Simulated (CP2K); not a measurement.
NaI:

```
I Na
1.0
     4.57696    0.00000    0.00000
     2.28848    3.96376    0.00000
     2.28848    1.32125    3.73707
I Na
1 1
Direct
  0.50000 0.50000 0.50000
  0.00000 0.00000 0.00000
```

Base run:

```yaml
Program: CP2K 2026.2
Functional: MS2
Potentials_or_basis: POTENTIAL_UZH I GTH-PBE-q7, Na GTH-PBE-q9; TZVP-MOLOPT-PBE-GTH basis
Density_cutoff: 19048 eV
k_mesh: 7 × 7 × 7
Occupations: fermi-dirac, width 0.05 eV
Spin: no spin polarisation
```

Its results: band gap on the k mesh 4.45 eV, direct; pressure 0.0 GPa.

Problem. After a change of settings the same cell gave: band gap on the k mesh 3.63 eV, direct; pressure 0.7 GPa. Which change was it?
A. functional from MS2 to PBE
B. functional from MS2 to WC
C. functional from MS2 to LDA
D. functional from MS2 to HLE16

Solution. A.

MS2 gives the wider gap, since meta-GGAs in the generalised Kohn-Sham scheme recover part of the derivative discontinuity.

Caveats: spin-orbit coupling is left out, which moves the levels of the heavy elements; the basis of atomic orbitals isn't converged, which shifts pressures, moduli and gaps; the potentials were made for another functional, which shifts forces and pressure (some runs).
